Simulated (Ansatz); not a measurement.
## KF: from supercell energies to defect levels (K on the F site)

The calculation used DFT PBE, scalar-relativistic, plane waves, PAW in Ansatz 0.2.0. Run with 420 eV cutoff, 2×2×2 k-mesh, shifted by half a step, Gaussian smearing of 0.01 eV, collinear spin in charge -1 alone.

Host crystal, relaxed:

```
CELL_PARAMETERS angstrom
0.00000 2.71033 2.71033
2.71033 0.00000 2.71033
2.71033 2.71033 0.00000
ATOMIC_POSITIONS crystal
K 0.00000 0.00000 0.00000
F 0.50000 0.50000 0.50000
```

The K on the F site was set at (0.500, 0.500, 0.500) of the host cell, in a supercell of 32 sites (637 Å³), relaxed at fixed cell in each charge q. The host's Kohn–Sham gap is 5.96 eV and its static dielectric constant 6.5 (mean). For each charge: the supercell's free energy over the neutral one with q electrons exchanged at the valence band top, F(q) − F(0) + qE_v; the image-charge term; and the term that aligns the potential far from the defect with the host's.

| q | F(q) − F(0) + qE_v (eV) | image charge (eV) | alignment (eV) |
| --- | --- | --- | --- |
| 0 | 0.000 | 0.000 | 0.000 |
| -1 | 7.243 | 0.370 | -0.409 |
| -2 | 14.456 | 1.478 | -1.027 |

Question: Add the terms and find the levels between neighbouring charges, ε(q/q′) = [A(q′) − A(q)]/(q − q′), with and without the two corrections.

Answer: A(q): 0.000 eV for 0, 7.204 eV for -1, 14.907 eV for -2.
```json
{"level": "(0/-1)", "corrected (eV over E_v)": "7.20", "uncorrected (eV)": "7.24"}
{"level": "(-1/-2)", "corrected (eV over E_v)": "7.70", "uncorrected (eV)": "7.21"}
```

As a check, a point charge in a simple cubic cell of this volume has q²αe²/(2εL) = 0.363 q² eV (e² = 14.40 eV Å, α = 2.837, L = 8.60 Å); the shape of the real cell can change it somewhat. The term grows as q², so it pushes donor levels down and acceptor levels up. The program doubts the alignment for q = -1, so levels beside it are uncertain by about that term.

Question: Which of these charges is lowest with the Fermi level at the valence band top, at mid-gap and at the conduction band bottom?

Answer: The line A(q) + qE_F that lies lowest gives the charge: 0 at E_F = 0.00 eV, 0 at E_F = 2.98 eV, 0 at E_F = 5.96 eV. (0/-1) and (-1/-2) fall outside this Kohn–Sham gap, so the change of charge isn't reached within it; the real gap is usually wider and may hold a localised level, while a level that comes from a carrier in the host's bands only marks the band edge and moves with it. In charge -1, -2 the cell has partly filled levels, from a carrier spread over the host's bands, a defect level that the small cell broadens into a band, or a degenerate defect level that the symmetric start can't split, so the levels beside it are doubtful. In charge -1 the extra carrier sits in the host's bands, sampled away from their edge; a term of -1.22 eV would put the level beside it at that edge (it also undoes corrections that don't apply to a spread carrier) and isn't included above. In charge -2 the extra carrier sits in the host's bands, sampled away from their edge; a term of -2.80 eV would put the level beside it at that edge (it also undoes corrections that don't apply to a spread carrier) and isn't included above. Charges beyond those computed could lie lower near the band edges.

Question: The neutral defect forms at 10.39 eV with atoms taken from and returned to the elements. What are the formation energies at those three Fermi levels, and what share of sites would hold the defect at 1200 K with E_F at mid-gap, if the host still stood at that temperature?

Answer: E_f = E_f(0) + A(q) + qE_F = 10.39, 10.39, 10.39 eV. In the dilute limit the share is exp(−E_f/k_BT) = exp(−10.394/0.1034) = 2.2×10⁻⁴⁴, leaving out degeneracy and vibrational entropy. Both elements stand at their elemental potentials, a limit that the host or competing compounds often put out of reach. The small cell and the narrow Kohn–Sham gap leave errors of tenths of an eV or more, which change the share by orders of magnitude.